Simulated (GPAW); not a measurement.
Input of a GPAW 26.7.0 run:

File run.py:

```python
from ase.dft.bandgap import bandgap
from ase.io import read, write
from ase.units import GPa
from gpaw import GPAW, PW

atoms = read('Ti.cif')

calc = GPAW(mode=PW(500),
            xc='MGGA_X_R2SCAN+MGGA_C_R2SCAN',
            kpts={'size': (9, 9, 9), 'gamma': True},
            occupations={'name': 'fermi-dirac', 'width': 0.05},
            nbands=14,
            maxiter=120,
            txt='gpaw.txt')
atoms.calc = calc
energy = atoms.get_potential_energy()
forces = atoms.get_forces()
stress = atoms.get_stress()
calc.write('gs.gpw')
write('result.traj', atoms)
print(f'Energy: {energy:.6f} eV')
print('Forces (eV/A):')
print(forces.round(4))
print('Stress (GPa):', (stress / GPa).round(3))
print('Fermi level:', round(calc.get_fermi_level(), 4), 'eV')
print(f'Gap: {bandgap(calc)[0]:.4f} eV, direct: {bandgap(calc, direct=True)[0]:.4f} eV')
```

Ti.cif

```cif
data_Ti
_cell_length_a 2.84229538
_cell_length_b 2.84229538
_cell_length_c 2.84229538
_cell_angle_alpha 109.47122063
_cell_angle_beta 109.47122063
_cell_angle_gamma 109.47122063
_space_group_name_H-M_alt 'P1'
_space_group_name_Hall 'P 1'
_space_group_IT_number 1
loop_
_space_group_symop_operation_xyz
'x,y,z'
loop_
_atom_site_label
_atom_site_type_symbol
_atom_site_symmetry_multiplicity
_atom_site_Wyckoff_symbol
_atom_site_fract_x
_atom_site_fract_y
_atom_site_fract_z
_atom_site_occupancy
Ti1 Ti 1 a 0.0000000000 0.0000000000 0.0000000000 1
```

Potentials or basis: GPAW PAW data sets (gpaw-data 1.2.1), pw.

The run is started by

```sh
$ OMP_NUM_THREADS=1 python run.py
```

(1) Predict the pressure.

(2) Predict the band gap on the k mesh.

Results:

(1) -2.6 GPa.

(2) none (metal or under the smearing width).

Caveat: the cutoff is short for stress and forces, so pressures can be off by a GPa or more; the PAW data sets were made with another functional, which shifts forces and pressure a little.
